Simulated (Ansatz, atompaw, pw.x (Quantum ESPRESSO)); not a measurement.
# What a changed setting does to a pw.x run (bcc Si)

Potential: PAW, atompaw 4.2.0.5, PBE; core [Ne], reference 3s1 3p3; waves: 3s (bound): rc 2.20 bohr; 3s channel at -0.05 Ry: rc 2.76 bohr; 3p (bound): rc 2.76 bohr; 3p channel at 0.85 Ry: rc 2.76 bohr; local part: vpsmatchnc scheme with l = 2 at 0 Ry, radius 2.50 bohr; core correction: smooth core density matched at 2.14 bohr; augmentation: besselshape compensation charge, radius 2.70 bohr; PAW radius 2.76 bohr; waves and projectors: custom rrkj vanderbiltortho.

The reference run (k-mesh 15³, cutoffs 40/400 Ry, Fermi–Dirac 0.01 Ry, mixing_beta 0.4, conv_thr 1e-9, no spin) gives 1.49 GPa at 14.593 Å³/atom, where all-electron LAPW gives 0.35 GPa. This run, with its own iteration cap, changes smearing to mv.

```
&control
  calculation='scf', prefix='x', pseudo_dir='./', outdir='./tmp', tstress=.true., disk_io='none'
/
&system
  ibrav=0, nat=1, ntyp=1, ecutwfc=40, ecutrho=400, nbnd=9,
  occupations='smearing', smearing='mv', degauss=0.01
/
&electrons
  conv_thr=1e-09, mixing_beta=0.4, electron_maxstep=60
/
ATOMIC_SPECIES
Si 1.0 Si.UPF
CELL_PARAMETERS angstrom
  -1.53943562 1.53943562 1.53943562
  1.53943562 -1.53943562 1.53943562
  1.53943562 1.53943562 -1.53943562
ATOMIC_POSITIONS crystal
Si 0.0000 0.0000 0.0000
K_POINTS automatic
15 15 15 0 0 0
```

```bash
pw.x < Si.scf.in > Si.scf.out
```

How does the run end?

It converges in 9 iterations; the free energy moves by +12.3 meV/atom and the pressure by -0.15 GPa. This scheme is built to cancel the term in the square of the width that Fermi–Dirac smearing leaves in the F of a metal.

```
Message from routine setup:
     using ibrav=0 with symmetry is DISCOURAGED, use correct ibrav instead
     lattice parameter (alat)  =       5.0387  a.u.
     unit-cell volume          =      98.4784 (a.u.)^3
     number of electrons       =         4.00
     number of Kohn-Sham states=            9
     kinetic-energy cutoff     =      40.0000  Ry
     charge density cutoff     =     400.0000  Ry
     scf convergence threshold =      1.0E-09
     Exchange-correlation= SLA PW PBX PBC
     number of k points=   120  Marzari-Vanderbilt smearing, width (Ry)=  0.0100
     iteration #  1     ecut=    40.00 Ry     beta= 0.40
     total energy              =     -46.69559189 Ry
     estimated scf accuracy    <       0.00092486 Ry
     iteration #  2     ecut=    40.00 Ry     beta= 0.40
     total energy              =     -46.69541963 Ry
     estimated scf accuracy    <       0.00038108 Ry
     iteration #  3     ecut=    40.00 Ry     beta= 0.40
     total energy              =     -46.69557645 Ry
     estimated scf accuracy    <       0.00001496 Ry
     iteration #  4     ecut=    40.00 Ry     beta= 0.40
     total energy              =     -46.69557138 Ry
     estimated scf accuracy    <       0.00001011 Ry
     iteration #  5     ecut=    40.00 Ry     beta= 0.40
     total energy              =     -46.69557394 Ry
     estimated scf accuracy    <       0.00000154 Ry
     iteration #  6     ecut=    40.00 Ry     beta= 0.40
     total energy              =     -46.69557437 Ry
     estimated scf accuracy    <       0.00000029 Ry
     iteration #  7     ecut=    40.00 Ry     beta= 0.40
     total energy              =     -46.69557442 Ry
     estimated scf accuracy    <          8.2E-09 Ry
     iteration #  8     ecut=    40.00 Ry     beta= 0.40
     total energy              =     -46.69557443 Ry
     estimated scf accuracy    <          6.0E-09 Ry
     iteration #  9     ecut=    40.00 Ry     beta= 0.40
     the Fermi energy is    10.3536 ev
!    total energy              =     -46.69557443 Ry
     estimated scf accuracy    <          3.2E-10 Ry
     smearing contrib. (-TS)   =       0.00002556 Ry
     The total energy is F=E-TS. E is the sum of the following terms:
     one-electron contribution =       5.07480077 Ry
     hartree contribution      =       0.03407791 Ry
     xc contribution           =      -2.47350233 Ry
     ewald contribution        =     -10.00782043 Ry
     one-center paw contrib.   =     -39.32315590 Ry
     convergence has been achieved in   9 iterations
          total   stress  (Ry/bohr**3)                   (kbar)     P=       13.41
     Message from routine punch:
     Nothing written, as per user request (disk_io='none')
```

The run took about 9.2 s on one core of a shared host (Intel(R) Xeon(R) Platinum 8124M CPU @ 3.00GHz, 72 threads, 138 GiB, load 14).
